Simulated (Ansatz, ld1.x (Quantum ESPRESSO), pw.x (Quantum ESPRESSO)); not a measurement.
## rhenium (Re): one change to the TM potential, in the atom and in the bcc crystal

ld1.x (Quantum ESPRESSO) 7.5 input, shortened:

```
&input
   title='Re', zed=75., rel=1, dft='PBE', iswitch=3,
   config='[Xe] 4f14 5d5 6s2 6p0'
 /
 &inputp
   pseudotype=2, tm=.true., lloc=-1, rcloc=2.55,
   nlcc=.false.
 /
3
6S  1  0   2.00   0.00  2.40  2.40  0.0
6P  2  1   0.00   0.00  4.05  4.05  0.0
5D  3  2   5.00   0.00  2.15  2.15  0.0
 &test
   configts(1)='5d5 6s2 6p0'
 /
```

Change: reference 5d5 6s0 6p0.

Cutoffs, loose and tight: the cutoffs (Ry, on a coarse ladder) from which the occupation-weighted sum of valence levels, in a spherical-Bessel basis at the reference potential, stays within 10 and 1 mRy of its value at 400 Ry. They do not see the model core or the augmentation charge, which bear on the density cutoff. Test errors are all-electron minus pseudo excitation energies from the reference, over the configurations 5d5 6s1 6p0; 5d5 6s0 6p0; 5d4 6s0 6p0; 5d4 6s2 6p1; 5d5 6s1.5 6p0; 5d5 6s0 6p1; 5d3 6s0 6p0; variants that change the core or the reference have their own tests.

Crystal test: bcc Re in pw.x 7.5, no spin, 15³ k-points, Fermi–Dirac smearing 0.01 Ry, cutoffs set for each file from its atomic test. The reference is all-electron LAPW (Ansatz 0.2.0) with the same functional, mesh and smearing; V0 and B0 come from Birch–Murnaghan fits to the pressures at five volumes. Errors are pseudo minus all-electron; Δ is the rms difference of the E(V) curves that follow from these fits, minima aligned, over ±6 % about the mean V0. Mesh and smearing are coarse, so the numbers serve the comparison and aren't converged zero-temperature values; the lattice is a test structure that the element need not adopt.

All-electron: a0 = 3.115 Å (V0 = 15.12 Å³/atom), B0 = 350.4 GPa.

Problem. Does the change bring the crystal closer to the all-electron result?

Solution. The mean pressure error goes from +3.11 to -21.17 GPa, so the change moves the solid further from the all-electron pressures.

```tsv
quantity	base	changed
outcome (atom)	generated	generated
cutoff, loose (atom)	35 Ry	35 Ry
cutoff, tight (atom)	40 Ry	40 Ry
bound ghosts (atom)	none	s
largest test error (meV) (atom)	+103	+173
cutoffs in pw.x (Ry)	50/200	50/200
a0 (Å)	3.125	–
a0 error (%)	+0.29	–
B0 error (%)	-1.8	–
Δ (meV/atom)	10.1	–
mean pressure error (GPa)	+3.11	-21.17
```

A dash: not determined, or the minimum lies outside the volumes sampled.

Base: The largest radius (4.05 bohr) exceeds half the bond length (2.55 bohr), so the spheres overlap, which is one possible source of error among others. The logarithmic derivative shows an extra or strongly shifted pseudo pole above the reference energy (s near 0.48 Ry, p near 1.62 Ry). Changed file: The largest radius (4.05 bohr) exceeds half the bond length (2.55 bohr), so the spheres overlap, which is one possible source of error among others. This is a poor potential for the solid. Note: ghost state, extra bound levels that the all-electron valence spectrum of the same l lacks: s at -10.1 eV. A true bound ghost makes a file unfit for plane-wave use. The logarithmic derivative shows an extra or strongly shifted pseudo pole above the reference energy (s near -0.71 Ry, p near 0.60 Ry). The atomic cutoffs weigh occupied waves only.
